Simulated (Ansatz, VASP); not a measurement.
Two plane-wave programs on Si

File INCAR:

```
ALGO = Normal
EDIFF = 1E-6
ENCUT = 520
GGA = PE
ISIF = 2
ISMEAR = 0
LASPH = True
LCHARG = False
LREAL = False
LWAVE = False
NBANDS = 8
NELM = 100
PREC = Accurate
SIGMA = 0.1
```

Contents of KPOINTS:

```
k-points
0
Gamma
  18 18 18
```

Contents of POSCAR:

```
Si
1.0
   -1.7034938158      1.7034938158      1.3222443283
    1.7034938158     -1.7034938158      1.3222443283
    1.7502838891      1.7502838891     -1.3222443283
Si
1
Direct
    0.0000000000      0.0000000000      0.0000000000
```

Input for Ansatz:

```yaml
crystal:
  lattice:
    - [-1.7034938158, 1.7034938158, 1.3222443283]
    - [1.7034938158, -1.7034938158, 1.3222443283]
    - [1.7502838891, 1.7502838891, -1.3222443283]
  atoms:
    - { symbol: Si, position: [0.0, 0.0, 0.0] }
basis:
  ecutwfc: 420
kpoints:
  mp_grid: { grid: [18, 18, 18] }
hamiltonian:
  xc: pbe
scf:
  occupations: { method: gaussian, width: 0.1 }
output:
  forces: true
  stress: true
  eigenvalues: true
```

Alike in both runs: task single point; functional PBE; k mesh 18 × 18 × 18; occupations gaussian, width 0.1 eV; no spin polarisation.

|  | VASP | Ansatz |
| --- | --- | --- |
| version | VASP 6.6.1 | Ansatz 0.2.0 |
| potentials or method | VASP PAW PBE potentials, release 64 (Si) | scalar-relativistic, plane waves, PAW |
| plane-wave cutoff (eV) | 520 | 420 |
| valence electrons in the cell | 4 | 4 |

|  | VASP | Ansatz | Ansatz less VASP |
| --- | --- | --- | --- |
| gap on the k mesh at the Fermi level (eV) | none | none | - |
| pressure (GPa) | -5.8 | -5.8 | +0.02 |
| largest component of the traceless stress (GPa) | 0.66 | 0.67 | +0.010 |

A gap of «none» marks a metal or a gap that the smearing closes. With one functional, cell and mesh, what is left measures potentials, basis and numerics.
